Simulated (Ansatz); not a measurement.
Runs of Ansatz 0.2.0 on La2O3. Symmetry: P-62m, No. 189, hexagonal system. Conventional cell: a = 6.267 Å, b = 6.267 Å, c = 3.300 Å, α = 90.00°, β = 90.00°, γ = 120.00°. La (site symmetry -6) is surrounded by 6 O at 2.45 Å. O (site symmetry m2m) has 4 La at 2.45 Å as nearest neighbours. The cell comes from a database or a generator and needn't be the stable form of this composition.

| task | level | cell | cutoff (eV) | points for each segment of the path | gap on the mesh (eV) | pressure (GPa) | relaxed volume (Å³/atom) | largest force (eV/Å) |
| --- | --- | --- | --- | --- | --- | --- | --- | --- |
| band structure | PBE | as given | 420 | 14 | 1.53 | 2.1 | - | 0.05 |
| band structure | LDA | as given | 420 | 14 | (a) | (c) | - | 0.07 |
| relaxation of cell and atoms | PBE | relaxed | 420 | - | 1.62 | 0.0 | 23.11 | - |
| band structure | r2SCAN | as given | 500 | 14 | (b) | 1.4 | - | 0.05 |
| relaxation of cell and atoms | LDA | relaxed | 420 | - | (d) | 0.0 | 21.89 | - |
| relaxation of cell and atoms | r2SCAN | relaxed | 500 | - | 1.92 | 0.0 | 22.93 | - |

Alike in all rows: potentials or basis Ansatz PAW; no spin polarisation; k mesh 5 × 5 × 8; smearing fermi-dirac 0.05 eV.

Q: Estimate the missing entries.

A: (a) 1.39; (b) 1.85; (c) -3.3; (d) 1.20.

Caveats: spin-orbit coupling is left out, which moves the levels of the heavy elements; the PAW data sets come from PBE, with cores solved anew for the run's functional, which leaves a small shift of forces and pressure (some runs); odd divisions of the mesh miss points on the zone boundary, where band edges often lie, so the gap on the mesh can be too wide (some runs); the plane-wave basis is chosen anew once the cell has moved, so the energies of steps on either side of that aren't comparable (some runs); the magnetic or orbital state may not be the lowest (some runs).

A k mesh can miss the band edges, and the runs leave out spin-orbit coupling on La.
